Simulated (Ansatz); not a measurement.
(111) slab cut from the bulk of Ti, Fm-3m (No. 225); the slab's formula is Ti:

```
CELL_PARAMETERS angstrom
2.90765 0.00000 0.00000
-1.45382 2.51810 0.00000
0.00000 0.00000 24.49634
ATOMIC_POSITIONS crystal
Ti 0.66667 0.33333 0.30617
Ti 0.33333 0.66667 0.40308
Ti 0.00000 0.00000 0.50000
Ti 0.66667 0.33333 0.59692
Ti 0.33333 0.66667 0.69383
```

Method: Ansatz, DFT PBE, scalar-relativistic, plane waves, PAW. Cutoff 420 eV; k points 12×12×1 on the computed 5-atom cell (Γ-centred); Gaussian smearing, width 0.10 eV; no spin polarisation. A dipole correction removes the field between periodic images along c.

Question: What forces act on the atoms?

Answer:
```
atom Fx (eV/Å) Fy (eV/Å) Fz (eV/Å)
 Ti1      0.000      0.000      0.478
 Ti2      0.000      0.000     -0.508
 Ti3      0.000      0.000      0.000
 Ti4      0.000      0.000      0.508
 Ti5      0.000      0.000     -0.478
```

The reference crystal is the fcc form of Ti, which isn't its usual structure.

Cost: 1 run of about 0.29 core-minutes, on Arm Neoverse V1 (shared hosts).